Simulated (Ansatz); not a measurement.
Space group Fm-3m (No. 225). a = 5.182 Å, b = 5.182 Å, c = 5.182 Å, α = 90.00°, β = 90.00°, γ = 90.00°
```json
{"atom": "Mg", "site": "4a", "symmetry": "m-3m", "x": "0.0000", "y": "0.0000", "z": "0.0000"}
{"atom": "S", "site": "4b", "symmetry": "m-3m", "x": "0.5000", "y": "0.0000", "z": "0.0000"}
```

Equation of state of this MgS structure (not necessarily the ground state), with shape and atoms relaxed at each volume where symmetry leaves them free. Method: DFT PBEsol, scalar-relativistic, plane waves, PAW in Ansatz 0.2.0.

Plane waves to 420 eV, a k mesh through Γ of 8×8×8 on the computed 2-atom cell and Gaussian smearing (0.02 eV); no spin polarisation.

| V (Å³/atom) | E − E(largest V) (meV/atom) | P (GPa) | gap on mesh (eV) |
| --- | --- | --- | --- |
| 15.307 | 39.71 | 12.95 | 2.97 |
| 15.828 | 4.25 | 8.93 | 2.91 |
| 16.350 | -19.07 | 5.49 | 2.85 |
| 16.872 | -32.01 | 2.53 | 2.79 |
| 17.394 | -36.04 | 0.00 | 2.73 |
| 17.916 | -32.42 | -2.17 | 2.67 |
| 18.438 | -22.23 | -4.04 | 2.61 |
| 19.133 | 0.00 | -6.13 | 2.53 |

Task: Fit a third-order Birch–Murnaghan equation to E(V).

Result: V0 = 17.39 Å³/atom, B0 = 78 GPa, B0' = 4.1.